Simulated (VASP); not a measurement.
# Pt in VASP: further runs

Runs on Pt. Level: PBE+D3(BJ). Tasks: single point.

Program: VASP 6.6.1. These are calculated values, not measurements. Logs are shortened: lines on timing, memory, paths and dates and some standing lists are left out, and cuts for length are marked.

## Step 1: The cell of the first run

The cell holds a slab with vacuum, 12 atoms: a = 5.556 Å, b = 5.556 Å, c = 22.635 Å, α = 90.00°, β = 90.00°, γ = 90.00°.

The slab is cut from a database's or a generator's crystal, which needn't be the stable form of the element.

## Step 2: Single point, PBE+D3(BJ) (the clean substrate in the cell of the map)

Input file INCAR:

```
  PREC = Accurate
  ENCUT = 520
  EDIFF = 1E-7
  ISMEAR = 0
  SIGMA = 0.1
  LREAL = False
  LASPH = True
  NELM = 100
  ALGO = Fast
  ISIF = 2
  LWAVE = False
  LCHARG = False
  LDIPOL = True
  IDIPOL = 3
  DIPOL = 0.5 0.5 0.263
  GGA = PE
  IVDW = 12
  NBANDS = 72
```

Input file KPOINTS:

```
Automatic mesh
0
Gamma
  5 5 1
```

Input file POSCAR:

```
Pt
1.0
    5.5557316975      0.0000000000      0.0000000000
    0.0000000000      5.5557316975      0.0000000000
    0.0000000000      0.0000000000     22.6352243362
Pt
12
Direct
    0.2500000000      0.2500000000      0.1767157215
    0.2500000000      0.7500000000      0.1767157215
    0.7500000000      0.2500000000      0.1767157215
    0.7500000000      0.7500000000      0.1767157215
    0.0000000000      0.0000000000      0.2625492162
    0.0000000000      0.5000000000      0.2625492162
    0.5000000000      0.0000000000      0.2625492162
    0.5000000000      0.5000000000      0.2625492162
    0.2500000000      0.2500000000      0.3483607769
    0.2500000000      0.7500000000      0.3483607769
    0.7500000000      0.2500000000      0.3483607769
    0.7500000000      0.7500000000      0.3483607769
```

Potentials or basis: VASP PAW PBE potentials, release 64 (Pt).

Started as:

```bash
$ cat potpaw_PBE.64/Pt/POTCAR > POTCAR
$ mpirun -np 1 vasp_std > vasp.out
```

OUTCAR:

```text
PREC = Accurate
   ENCUT = 520
   EDIFF = 1E-7
   ISMEAR = 0
   LREAL = False
   LASPH = True
   NELM = 100
   ISIF = 2
   GGA = PE
   IVDW = 12
 IVDW          = 12

 ion  position               nearest neighbor table
   1  0.250  0.250  0.177-   5 2.76   6 2.76   7 2.76   8 2.76   2 2.78   3 2.78   2 2.78   3 2.78

   2  0.250  0.750  0.177-   5 2.76   6 2.76   7 2.76   8 2.76   1 2.78   4 2.78   1 2.78   4 2.78

   3  0.750  0.250  0.177-   5 2.76   6 2.76   7 2.76   8 2.76   1 2.78   4 2.78   4 2.78   1 2.78

   4  0.750  0.750  0.177-   5 2.76   6 2.76   7 2.76   8 2.76   2 2.78   3 2.78   3 2.78   2 2.78

   5  0.000  0.000  0.263-   9 2.76  10 2.76  11 2.76  12 2.76   1 2.76   2 2.76   3 2.76   4 2.76
                             6 2.78   7 2.78   6 2.78   7 2.78
   6  0.000  0.500  0.263-   9 2.76  10 2.76  11 2.76  12 2.76   1 2.76   2 2.76   3 2.76   4 2.76
                             5 2.78   8 2.78   5 2.78   8 2.78
   7  0.500  0.000  0.263-   9 2.76  10 2.76  11 2.76  12 2.76   1 2.76   2 2.76   3 2.76   4 2.76
                             5 2.78   8 2.78   8 2.78   5 2.78
   8  0.500  0.500  0.263-   9 2.76  10 2.76  11 2.76  12 2.76   1 2.76   2 2.76   3 2.76   4 2.76
                             6 2.78   7 2.78   7 2.78   6 2.78
   9  0.250  0.250  0.348-   5 2.76   6 2.76   7 2.76   8 2.76  10 2.78  11 2.78  10 2.78  11 2.78
[... 11 lines left out ...]
  Lattice vectors:

 A1 = (   5.5557316975,   0.0000000000,   0.0000000000)
 A2 = (   0.0000000000,   5.5557316975,   0.0000000000)
 A3 = (   0.0000000000,   0.0000000000,  22.6352243362)

Analysis of symmetry for initial positions (statically):
=====================================================================
 Subroutine PRICEL returns following result:

  LATTYP: Found a simple tetragonal cell.
 ALAT       =     2.7778658487
 C/A-ratio  =     8.1484224108

  Lattice vectors:

 A1 = (   2.7778658487,   0.0000000000,   0.0000000000)
 A2 = (   0.0000000000,   2.7778658487,   0.0000000000)
 A3 = (   0.0000000000,   0.0000000000,  22.6352243362)

   4 primitive cells build up your supercell.

 Routine SETGRP: Setting up the symmetry group for a
 simple tetragonal supercell.

 Subroutine GETGRP returns: Found  8 space group operations
 (whereof  8 operations were pure point group operations)
 out of a pool of 16 trial point group operations.

The static configuration has the point symmetry C_4v.

Analysis of symmetry for dynamics (positions and initial velocities):
=====================================================================
 Subroutine PRICEL returns following result:

  LATTYP: Found a simple tetragonal cell.
 ALAT       =     2.7778658487
 C/A-ratio  =     8.1484224108

  Lattice vectors:

 A1 = (   2.7778658487,   0.0000000000,   0.0000000000)
 A2 = (   0.0000000000,   2.7778658487,   0.0000000000)
 A3 = (   0.0000000000,   0.0000000000,  22.6352243362)

   4 primitive cells build up your supercell.

 Routine SETGRP: Setting up the symmetry group for a
 simple tetragonal supercell.

 Subroutine GETGRP returns: Found  8 space group operations
 (whereof  8 operations were pure point group operations)
 out of a pool of 16 trial point group operations.

The dynamic configuration has the point symmetry C_4v.

 Subroutine INISYM returns: Found  8 space group operations
 (whereof  8 operations are pure point group operations),
 and found     4 'primitive' translations

----------------------------------------------------------------------------------------

                                     Primitive cell

  volume of cell :     174.6656

  direct lattice vectors                    reciprocal lattice vectors
     2.777865849  0.000000000  0.000000000     0.359988586  0.000000000  0.000000000
     0.000000000  2.777865849  0.000000000     0.000000000  0.359988586  0.000000000
     0.000000000  0.000000000 22.635224336     0.000000000  0.000000000  0.044178930

  length of vectors
     2.777865849  2.777865849 22.635224336     0.359988586  0.359988586  0.044178930

  position of ions in fractional coordinates (direct lattice)
     0.500000000  0.500000000  0.176715722
     0.000000000  0.000000000  0.262549216
     0.500000000  0.500000000  0.348360777

  ion indices of the primitive-cell ions
   primitive index   ion index
                 1           1
                 2           5
                 3           9

----------------------------------------------------------------------------------------

 KPOINTS: Automatic mesh

Automatic generation of k-mesh.
 Grid dimensions read from file:
 generate k-points for:    5    5    1

 Generating k-lattice:

  Cartesian coordinates                     Fractional coordinates (reciprocal lattice)
     0.035998859  0.000000000  0.000000000     0.200000000  0.000000000  0.000000000
     0.000000000  0.035998859  0.000000000     0.000000000  0.200000000  0.000000000
     0.000000000  0.000000000  0.044178930     0.000000000  0.000000000  1.000000000

  Length of vectors
     0.035998859  0.035998859  0.044178930

  Shift w.r.t. Gamma in fractional coordinates (k-lattice)
     0.000000000  0.000000000  0.000000000

 Subroutine IBZKPT returns following result:
 ===========================================

 Found      6 irreducible k-points:

 Following reciprocal coordinates:
            Coordinates               Weight
  0.000000  0.000000  0.000000      1.000000
  0.200000  0.000000  0.000000      4.000000
  0.400000  0.000000  0.000000      4.000000
  0.200000  0.200000  0.000000      4.000000
  0.400000  0.200000  0.000000      8.000000
  0.400000  0.400000  0.000000      4.000000
   k-points           NKPTS =      6   k-points in BZ     NKDIM =      6   number of bands    NBANDS=     72
   number of dos      NEDOS =    301   number of ions     NIONS =     12
   total plane-waves  NPLWV = 296352
   dimension x,y,z NGX =    42 NGY =   42 NGZ =  168
   dimension x,y,z NGXF=    84 NGYF=   84 NGZF=  336
   ions per type =              12
   NGX,Y,Z   is equivalent  to a cutoff of  12.57, 12.57, 12.34 a.u.
   NGXF,Y,Z  is equivalent  to a cutoff of  25.14, 25.14, 24.68 a.u.
 SYSTEM =  unknown system
   PREC   = accura    normal or accurate (medium, high low for compatibility)
   ISTART =      0    job   : 0-new  1-cont  2-samecut
   ICHARG =      2    charge: 1-file 2-atom 10-const
   ISPIN  =      1    spin polarized calculation?
   LNONCOLLINEAR =      F non collinear calculations
   LSORBIT =      F    spin-orbit coupling
   LASPH  =      T    aspherical Exc in radial PAW
   ENCUT  =  520.0 eV  38.22 Ry    6.18 a.u.  10.33 10.33 42.09*2*pi/ulx,y,z
   NELM   =    100;   NELMIN=  2; NELMDL= -5     # of ELM steps
   EDIFF  = 0.1E-06   stopping-criterion for ELM
   LREAL  =      F    real-space projection
   EDIFFG = 0.1E-05   stopping-criterion for IOM
   NSW    =      0    number of steps for IOM
   IBRION =     -1    ionic relax: 0-MD 1-quasi-New 2-CG
   NFREE  =      0    steps in history (QN), initial steepest desc. (CG)
   ISIF   =      2    stress and relaxation
   ISYM   =      2    0-nonsym 1-usesym 2-fastsym
   POTIM  = 0.5000    time-step for ionic-motion
   TEBEG  =    0.0;   TEEND  =   0.0 temperature during run
   PSTRESS=    0.0 pullay stress
   NELECT =     120.0000    total number of electrons
   NUPDOWN=      -1.0000    fix difference up-down
   EMIN   =  10.00;   EMAX   =-10.00  energy-range for DOS
   EFERMI =   0.00;   METHOD = LEGACY
   ISMEAR =     0;   SIGMA  =   0.10  broadening in eV -4-tet -1-fermi 0-gaus
   EFERMI_NEDOS =   21; number of points for ismear=-14 and -15
   IALGO  =     68    algorithm
   IMIX   =      4    mixing-type and parameters
     AMIX     =   0.40;   BMIX     =  1.00
     AMIX_MAG =   1.60;   BMIX_MAG =  1.00
  volume/ion in A,a.u.               =      58.22       392.90
  Fermi-wavevector in a.u.,A,eV,Ry     =   0.910010  1.719669 11.267231  0.828118
  Thomas-Fermi vector in A             =   2.034122
   LORBIT       =      0    0 simple, 1 ext, 2 COOP (PROOUT), +10 PAW based schemes
   GGA     = PE    functional components
   LHFCALC =     F    Hartree Fock is set to
   AEXX    =    0.0000 exact exchange contribution
   IVDW    =    12    specifies the selected vdW correction
   LEPSILON=     F    determine dielectric tensor
   LRPA    =     F    only Hartree local field effects (RPA)
 non-spin polarized calculation
 RMM-DIIS sequential band-by-band and
 Gauss-broadening in eV      SIGMA  =   0.10
  energy-cutoff  :      520.00
  volume of cell :      698.66
 maximum number of plane-waves:     18873
 NGX is ok and might be reduce to    42
   NGX = 21   NGY = 21   NGZ = 85

 dipolmoment           0.000000      0.000000      0.000032 electrons x Angstroem

 number of electron     120.0000018 magnetization

 dipolmoment           0.000000      0.000000     -0.000014 electrons x Angstroem

 Free energy of the ion-electron system (eV)
  ---------------------------------------------------
  ext. energy  EPLUGINS =         0.00000000
  ---------------------------------------------------
  free energy    TOTEN  =       -66.21240543 eV

  energy without entropy =      -66.09956287  energy(sigma->0) =      -66.15598415

 E-fermi :  -1.3380     XC(G=0):  -4.3542

 val. band max:       -1.3533427723   @ k =   0.2000   0.0000   0.0000
 cond. band min:      -1.3303881962   @ k =   0.2000   0.0000   0.0000
 fundamental gap:      0.0229545762
 Fermi energy:        -1.3379518550

 k-point     1 :       0.0000    0.0000    0.0000
  band No.  band energies     occupation
      1     -10.3387      2.00000
      2      -7.9185      2.00000
      3      -7.9185      2.00000
      4      -7.8458      2.00000
      5      -7.7105      2.00000
      6      -7.6888      2.00000
[... 439 lines left out ...]
     71       2.1783      0.00000
     72       3.0230      0.00000

------------------------ aborting loop because EDIFF is reached ----------------------------------------

 vacuum level on the upper side and lower side of the slab       (xc-potential included)        -0.102        -0.102

 Edisp (eV)   -5.73111

 E8    (eV) :    -2.7658

  FORCE on cell =-STRESS in cart. coord.  units (eV):
  Direction    XX          YY          ZZ          XY          YZ          ZX
  --------------------------------------------------------------------------------------
  -------------------------------------------------------------------------------------
  Total     -15.47293   -15.47293    -0.53822     0.00000     0.00000    -0.00000
  in kB     -35.48263   -35.48263    -1.23426     0.00000     0.00000    -0.00000
  external pressure =      -24.07 kB  Pullay stress =        0.00 kB

 VOLUME and BASIS-vectors are now :
 -----------------------------------------------------------------------------
  energy-cutoff  :      520.00
  volume of cell :      698.66
      direct lattice vectors                 reciprocal lattice vectors
     5.555731697  0.000000000  0.000000000     0.179994293  0.000000000  0.000000000
     0.000000000  5.555731697  0.000000000     0.000000000  0.179994293  0.000000000
     0.000000000  0.000000000 22.635224336     0.000000000  0.000000000  0.044178930

 POSITION                                       TOTAL-FORCE (eV/Angst)
 -----------------------------------------------------------------------------------
      1.38893      1.38893      4.00000        -0.000000      0.000000      0.024226
      1.38893      4.16680      4.00000        -0.000000     -0.000000      0.024226
      4.16680      1.38893      4.00000        -0.000000     -0.000000      0.024226
      4.16680      4.16680      4.00000        -0.000000     -0.000000      0.024226
      0.00000      0.00000      5.94286         0.000000     -0.000000     -0.003487
      0.00000      2.77787      5.94286         0.000000      0.000000     -0.003487
      2.77787      0.00000      5.94286         0.000000      0.000000     -0.003487
      2.77787      2.77787      5.94286         0.000000      0.000000     -0.003487
      1.38893      1.38893      7.88522        -0.000000     -0.000000     -0.020739
      1.38893      4.16680      7.88522        -0.000000      0.000000     -0.020739
      4.16680      1.38893      7.88522        -0.000000     -0.000000     -0.020739
      4.16680      4.16680      7.88522         0.000000      0.000000     -0.020739
 -----------------------------------------------------------------------------------
    total drift:                                0.000000      0.000000      0.001589

  FREE ENERGIE OF THE ION-ELECTRON SYSTEM (eV)
  ---------------------------------------------------
  free  energy   TOTEN  =       -71.9435145951 eV

  energy  without entropy=      -71.8306720313  energy(sigma->0) =      -71.88709331

 vacuum level on the upper side and lower side of the slab         4.272         4.271
```

It took 6.8 min on 1 thread of Intel Xeon 6975P-C (Granite Rapids), shared host; peak memory 0.72 GiB.

What came out:

```
Free energy                : -71.9435 eV
Largest force              : 0.024 eV/Å
Band gap on the k mesh     : none (metal or under the smearing width)
Dispersion energy per atom : -0.478 eV
```

Forces in eV/Å, atoms in the order of the input:
```
Pt   0.000  0.000  0.024
Pt   0.000  0.000  0.024
Pt   0.000  0.000  0.024
Pt   0.000  0.000  0.024
Pt   0.000  0.000 -0.003
Pt   0.000  0.000 -0.003
Pt   0.000  0.000 -0.003
Pt   0.000  0.000 -0.003
Pt   0.000  0.000 -0.021
Pt   0.000  0.000 -0.021
Pt   0.000  0.000 -0.021
Pt   0.000  0.000 -0.021
```

The run has no spin-orbit coupling, so splittings on Pt are missing.

(Continued in part 2 of 2.)
